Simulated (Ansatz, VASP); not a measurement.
GaAs5 in VASP and in Ansatz

```
Ga As
1.0
     6.13236    0.00000    0.00000
    -3.06618    5.31078    0.00000
     0.00000    0.00000    5.61939
Ga As
1 5
Direct
  0.00000 0.00000 0.50000
  0.00000 0.65754 0.00000
  0.33333 0.66667 0.50000
  0.65754 0.00000 0.00000
  0.66667 0.33333 0.50000
  0.34246 0.34246 0.00000
```

Change from the starting cell: species swapped into the Mg5Sc type (P-62m, No. 189).

Alike in both runs: task single point; functional PBE; k mesh 3 × 3 × 4; occupations gaussian, width 0.1 eV; no spin polarisation.

|  | VASP | Ansatz |
| --- | --- | --- |
| version | VASP 6.6.1 | Ansatz 0.2.0 |
| potentials or method | VASP PAW PBE potentials, release 64 (Ga_d, As) | scalar-relativistic, plane waves, PAW |
| plane-wave cutoff (eV) | 520 | 420 |
| valence electrons in the cell | 38 | 88 |

```csv
,VASP,Ansatz,Ansatz less VASP
gap on the k mesh at the Fermi level (eV),none,none,-
pressure (GPa),-11.8,-11.8,+0.01
largest component of the traceless stress (GPa),0.65,0.65,+0.002
rms of the force components (eV/Å),0.155,0.154,-0.0003
```

Atom by atom the forces differ by 0.000 eV/Å (rms over components). A gap of «none» marks a metal or a gap that the smearing closes. The functional is the same, so the differences come from potentials, cutoffs and numerics. The two sets of potentials don't hold the same shells in valence.

Caveats: the k mesh is coarse (spacing up to 0.39 Å⁻¹), so the values aren't converged.
